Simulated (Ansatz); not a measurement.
# CdSe (F-43m) in Ansatz: settings compared, part 2 of 2

Ansatz 0.2.0.

### 4 Relaxation of cell and atoms, revPBE

input.yaml

```yaml
crystal:
  lattice:
    - [0.0, 3.0702711986, 3.0702711986]
    - [3.0702711986, 0.0, 3.0702711986]
    - [3.0702711986, 3.0702711986, 0.0]
  atoms:
    - { symbol: Cd, position: [0.0, 0.0, 0.0] }
    - { symbol: Se, position: [0.25, 0.25, 0.25] }
hamiltonian:
  xc: revpbe
  pseudopotentials: { kind: paw }
kpoints:
  mp_grid: { grid: [8, 8, 8] }
scf:
  occupations: { method: fermi_dirac, width: 0.05 }
output:
  forces: true
  stress: true
  write_density: true
  write_potential: true
  elf: true
  volumetric_format: npy
relax:
  f_tol: 0.01
  max_steps: 40
  cell: { stress_tol: 0.05 }
```

Potentials or basis: Ansatz PAW.

Launch:

```sh
ansatz run input.yaml --threads 2 --pin off --max-ram 5632MiB --backend cpu --events-out ev --progress --plain --runs-dir out
```

The program printed:

```text
Warning: RAYON_NUM_THREADS=2 ignored (pool sized by the plan → 2); use --threads N
Engine: ansatz 0.2.0, x86_64-unknown-linux-gnu
Pseudopotentials: kind: paw
Pseudopotential: Cd, paw, valence charge 20, recommended cutoff 420 eV (normal), Cd.paw.azcp
Pseudopotential: Se, paw, valence charge 16, recommended cutoff 420 eV (normal), Se.paw.azcp
Functional definition: revPBE
  parameter kappa = 1.245
  parameter beta = 0.06672455060314922
  exchange = pbe_x(kappa = kappa, mu = beta*pi^2/3)
[... 103 lines left out ...]
       -0.000000      -0.006426       0.000000
       -0.000000       0.000000      -0.006426
  P = ⅓ Tr σ = -0.0064 GPa (-0.064 kbar)
--- Band table (eV; the first three rows and the last of 29) ---
  k-point 0: bands = ["-95.1155", "-56.1853", "-56.1853", "-56.1853", "-40.0526", "-40.0526", "-40.0526", "-40.0502", "-40.0502", "-5.7238", "-1.3021", "-1.3021", "-1.3021", "-1.0149", "-1.0149", "6.3839", "6.3839", "6.3839", "6.9450", "12.3699", "12.3699", "12.3699"]
  k-point 1: bands = ["-95.1155", "-56.1853", "-56.1853", "-56.1853", "-40.0526", "-40.0526", "-40.0526", "-40.0502", "-40.0502", "-5.6807", "-1.2888", "-1.2888", "-1.2583", "-1.0153", "-1.0153", "5.2757", "6.2801", "6.2801", "7.8966", "12.1566", "12.5493", "12.5493"]
  k-point 2: bands = ["-95.1155", "-56.1854", "-56.1853", "-56.1853", "-40.0526", "-40.0526", "-40.0526", "-40.0502", "-40.0502", "-5.5757", "-1.2597", "-1.2597", "-1.1184", "-1.0128", "-1.0128", "3.9772", "6.0485", "6.0485", "8.6065", "12.3157", "12.8421", "12.8421"]
  k-point 28: bands = ["-95.1155", "-56.1855", "-56.1854", "-56.1854", "-40.0526", "-40.0526", "-40.0525", "-40.0502", "-40.0502", "-5.3324", "-1.1555", "-1.1522", "-1.0401", "-1.0084", "-0.6327", "2.8215", "4.4859", "4.5513", "11.0826", "11.7276", "12.7833", "14.1257"]
--- Relaxed structure (4 steps of the walk, 4 accepted, 1 SCFs on fresh bases) ---
  F+E_penalty+E_count = -13735.02207833 eV   max|allowed force component| = 6.245e-17 eV/Å   (the final SCF, on the basis selected at the relaxed cell)
  cell:  # Å, volume = 61.3362 Å³
    - [1.0445512667435958e-33, 3.1301301442702076, 3.1301301442702076]
    - [3.1301301442702076, 4.458450528783641e-33, 3.1301301442702076]
    - [3.1301301442702076, 3.1301301442702076, 6.878752244409046e-33]
  atoms:
    - { symbol: Cd, position: [-9.513797186122317e-34, 2.613680545637999e-34, 1.2859308284538955e-33] }
    - { symbol: Se, position: [0.24999999999999997, 0.24999999999999997, 0.24999999999999997] }
```

v_z.tsv:

```text
# z_ang	v_es[eV]	v_tot[eV]
# format = ansatz-planar-average/11
# xc	revpbe
# density_cutoff_ev	1680
# datasets	Cd=:simpson_from_first_knot:soft:shift=372144	Se=:simpson_from_first_knot:soft:shift=399694
# lattice	0.000000000	3.130130144	3.130130144
# lattice	3.130130144	0.000000000	3.130130144
# lattice	3.130130144	3.130130144	0.000000000
# sites	2
# site	48	0.000000000	0.000000000	-0.000000000
# site	34	1.565065072	1.565065072	1.565065072
0.000000	2.819556e0	-7.966884e0
0.147556	2.116475e0	-8.960769e0
0.295112	1.669612e0	-9.543250e0
0.442667	1.611457e0	-9.616712e0
0.590223	1.902157e0	-9.264656e0
0.737779	2.440325e0	-8.589358e0
[... 22 lines left out ...]
4.131561	4.222201e0	-5.539178e0
4.279117	3.546853e0	-6.790176e0
```

Wall time 25 s (2 threads of Intel Xeon at 2.50GHz (Skylake/Cascade Lake), shared host); peak memory 0.41 GiB.

What came out:

```
Free energy                            : -13735.0221 eV
Relaxed volume                         : 30.67 Å³/atom
Relaxed cell                           : a = 4.427 Å, b = 4.427 Å, c = 4.427 Å, α = 60.00°, β = 60.00°, γ = 60.00°
Space group after relaxing (to 0.05 Å) : F-43m (No. 216)
Energy gained by relaxing              : 13.6 meV/atom
Ionic steps                            : 5
Pressure after relaxing                : 0.0 GPa
Band gap on the k mesh                 : 0.56 eV, direct
```

Step by step:
| step | energy change (eV) | largest force (eV/Å) | volume (Å³) |
| --- | --- | --- | --- |
| 1 | 0.0000 | 0.0000 | 57.88 |
| 2 | -0.0252 | 0.0000 | 62.13 |
| 3 | -0.0266 | 0.0000 | 61.42 |
| 4 | -0.0266 | 0.0000 | 61.34 |
| 5 | -0.0272 | 0.0000 | 61.34 |

Final structure:
```
CELL_PARAMETERS angstrom
0.00000 3.13013 3.13013
3.13013 0.00000 3.13013
3.13013 3.13013 0.00000
ATOMIC_POSITIONS crystal
Cd 0.00000 0.00000 0.00000
Se 0.25000 0.25000 0.25000
```

Levels at points of the mesh, in eV from the valence-band top:
| k point | band 16 | band 17 | band 18 | band 19 | band 20 | band 21 |
| --- | --- | --- | --- | --- | --- | --- |
| (0.00, 0.00, 0.00) | 0.00 | 0.00 | 0.00 | 0.56 | 5.99 | 5.99 |
| (0.00, 0.00, -0.50) | -3.86 | -0.63 | -0.63 | 2.38 | 6.49 | 6.49 |
| (0.00, -0.50, -0.50) | -3.66 | -1.56 | -1.56 | 3.44 | 3.73 | 8.87 |

Caveat: the plane-wave basis is chosen anew once the cell has moved, so the energies of steps on either side of that aren't comparable; the PAW data sets come from PBE, with cores solved anew for the run's functional, which leaves a small shift of forces and pressure.

### 5 Relaxation of cell and atoms, BLYP

Edit input.yaml of step 4 so:

```diff
@@ -9,3 +9,3 @@
 hamiltonian:
-  xc: revpbe
+  xc: blyp
   pseudopotentials: { kind: paw }
@@ -18,6 +18,2 @@
   stress: true
-  write_density: true
-  write_potential: true
-  elf: true
-  volumetric_format: npy
 relax:
```

Potentials or basis: Ansatz PAW.

Launch:

```sh
ansatz run input.yaml --threads 2 --pin off --max-ram 5632MiB --backend cpu --events-out ev --progress --plain --runs-dir out
```

The program printed:

```text
Warning: RAYON_NUM_THREADS=2 ignored (pool sized by the plan → 2); use --threads N
[... 4 set-up lines as earlier in the session ...]
Functional definition: BLYP
  parameter beta = 0.0042
  parameter a = 0.04918
  parameter b = 0.132
  parameter c = 0.2533
  parameter d = 0.349
  exchange = b88_x(beta = beta)
  correlation = lyp_c(a = a, b = b, c = c, d = d)
Crystal: 2 atoms, lattice volume = 57.884 Å³
Basis set: ecut = 420 eV, 1139 PW (Γ), exchange–correlation on 60×60×60 points (8 copies of the dense FFT grid, shifted against one another)
Bands: 22, of which v1, the nominal top of the filled ones, is band 18 counted from 1 (17 counted from 0)
[... 2 set-up lines as earlier in the session ...]
k-points: 29 of 512 (time reversal used)
[... 8 set-up lines as earlier in the session ...]
[... 59 lines left out ...]
SCF converged after 8 iterations
Free energy (F): -13751.639713 eV
Harris-Foulkes:  -13751.639713 eV  (|F-HF|=1.09e-11)
Internal energy: -13751.639478 eV  (E = F + TS)
E sigma→0 (E₀):  -13751.639596 eV
Entropy (-TS):   -0.000235 eV (-0.117 meV/atom)
Fermi energy:    6.475109 eV
--- Per-component energies (eV) ---
  E_band       = -925.383124
  E_kinetic    = 623.239286
  E_local      = -6636.791034  (includes V_loc(G=0)·N_el)
  E_nonlocal   = -568.060371
  E_hartree    = 3143.885283
  E_xc         = -277.331130
  E_vxc        = -313.671086  (∫ρ·V_xc dr)
  E_paw        = -6025.197553  (= ΣΔE_a)
  E_vpaw       = -317.869932  (= ΣTr[D̂ρ^β])
  E_aug_tail   = -0.000590  (compensation charges beyond the density's cutoff)
  E_ewald      = -4011.725223
  E_core_change = 0.341854  (= ΣΔE_core)
  E_smearing   = -0.000235  (= −TS)
  E_closure    = -0.000000  (closes the sum)
  Σ components = -13751.639713   (vs F -13751.639713, Δ=0.00e0)
--- Forces (eV/Å), atoms counted from 1 ---
  atom   1  Cd    -0.00000000    -0.00000000    -0.00000000
  atom   2  Se     0.00000000     0.00000000     0.00000000
  max |Σ_I F_I| component: 7.05e-17 eV/Å
--- Stress (GPa, compression-positive) ---
       -0.016713       0.000000      -0.000000
       -0.000000      -0.016713       0.000000
       -0.000000       0.000000      -0.016713
  P = ⅓ Tr σ = -0.0167 GPa (-0.167 kbar)
--- Relaxed structure (4 steps of the walk, 4 accepted, 1 SCFs on fresh bases) ---
  F+E_penalty+E_count = -13751.63971297 eV   max|allowed force component| = 6.650e-17 eV/Å   (the final SCF, on the basis selected at the relaxed cell)
  cell:  # Å, volume = 63.0777 Å³
    - [7.181748727506224e-34, 3.1594782753787123, 3.1594782753787123]
    - [3.1594782753787123, 3.0118655524486128e-33, 3.1594782753787123]
    - [3.1594782753787123, 3.1594782753787123, 5.247460014532671e-33]
  atoms:
    - { symbol: Cd, position: [-4.743830190332969e-34, 6.860911432299748e-34, 9.239360728830327e-34] }
    - { symbol: Se, position: [0.24999999999999997, 0.24999999999999997, 0.24999999999999997] }
```

Wall time 23 s (2 threads of Intel Xeon at 2.50GHz (Skylake/Cascade Lake), shared host); peak memory 0.39 GiB.

What came out:

```
Free energy                            : -13751.6397 eV
Relaxed volume                         : 31.54 Å³/atom
Relaxed cell                           : a = 4.468 Å, b = 4.468 Å, c = 4.468 Å, α = 60.00°, β = 60.00°, γ = 60.00°
Space group after relaxing (to 0.05 Å) : F-43m (No. 216)
Energy gained by relaxing              : 29.7 meV/atom
Ionic steps                            : 5
Pressure after relaxing                : 0.0 GPa
```

The path:
```
step  energy change (eV)  largest force (eV/Å)  volume (Å³)
   1              0.0000                0.0000        57.88
   2             -0.0557                0.0000        64.30
   3             -0.0586                0.0000        63.25
   4             -0.0587                0.0000        63.08
   5             -0.0595                0.0000        63.08
```

Final structure:
```xyz
2
Lattice="0.0000 3.1595 3.1595 3.1595 0.0000 3.1595 3.1595 3.1595 0.0000" Properties=species:S:1:pos:R:3 pbc="T T T"
Cd    0.0000    0.0000    0.0000
Se    1.5797    1.5797    1.5797
```

Caveat: the plane-wave basis is chosen anew once the cell has moved, so the energies of steps on either side of that aren't comparable; the PAW data sets come from PBE, with cores solved anew for the run's functional, which leaves a small shift of forces and pressure.

### 6 Single point, PBE

input.yaml

```yaml
crystal:
  lattice:
    - [0.0, 3.0702711986, 3.0702711986]
    - [3.0702711986, 0.0, 3.0702711986]
    - [3.0702711986, 3.0702711986, 0.0]
  atoms:
    - { symbol: Cd, position: [0.0, 0.0, 0.0] }
    - { symbol: Se, position: [0.25, 0.25, 0.25] }
hamiltonian:
  xc: pbe
  pseudopotentials: { kind: paw }
kpoints:
  mp_grid: { grid: [8, 8, 8] }
scf:
  occupations: { method: gaussian, width: 0.012 }
output:
  forces: true
  stress: true
  eigenvalues: true
  write_density: true
  write_potential: true
  elf: true
  volumetric_format: npy
```

Potentials or basis: Ansatz PAW.

Launch:

```sh
ansatz run input.yaml --threads 2 --pin off --max-ram 5632MiB --backend cpu --events-out ev --progress --plain --runs-dir out
```

It took 4.2 s on 2 threads of Intel Xeon at 2.50GHz (Skylake/Cascade Lake), shared host; peak memory 0.38 GiB.

It converged, with:

| Item | Value |
| --- | --- |
| Free energy | -13724.7900 eV |
| Pressure | 1.3 GPa |
| Band gap on the k mesh | 0.55 eV, direct |

Levels at points of the mesh, in eV from the valence-band top:
```
             k point  band 15  band 16  band 17  band 18  band 19  band 20  band 21  band 22
  (0.00, 0.00, 0.00)    -7.49     0.00     0.00     0.00     0.55     5.94     5.94     5.94
 (0.00, 0.00, -0.50)    -7.22    -4.22    -0.71    -0.71     2.36     6.45     6.45     7.32
(0.00, -0.50, -0.50)    -7.16    -3.95    -1.75    -1.75     3.20     3.74     8.96    10.05
```

Expect the measured gap to be larger: semilocal functionals such as PBE lack the derivative discontinuity.

### 7 Summary

| task | level | cell | smearing | gap on the mesh (eV) | pressure (GPa) | relaxed volume (Å³/atom) |
| --- | --- | --- | --- | --- | --- | --- |
| relaxation of cell and atoms | revPBE+D3(BJ) | relaxed | fermi-dirac 0.05 eV | 0.73 | 0.0 | 28.22 |
| relaxation of cell and atoms | revPBE+D4 | relaxed | fermi-dirac 0.05 eV | 0.71 | 0.0 | 28.48 |
| relaxation of cell and atoms | revPBE | relaxed | fermi-dirac 0.05 eV | 0.56 | 0.0 | 30.67 |
| relaxation of cell and atoms | BLYP | relaxed | fermi-dirac 0.05 eV | - | 0.0 | 31.54 |
| single point | PBE | as given | gaussian 0.012 eV | 0.55 | 1.3 | - |

Alike in all rows: potentials or basis Ansatz PAW; no spin polarisation; k mesh 8 × 8 × 8; cutoff (eV) 420.

Caveats: the plane-wave basis is chosen anew once the cell has moved, so the energies of steps on either side of that aren't comparable (some runs); the PAW data sets come from PBE, with cores solved anew for the run's functional, which leaves a small shift of forces and pressure (some runs).

Total energies depend on the potentials used, so only differences within one code and one set of settings carry meaning.
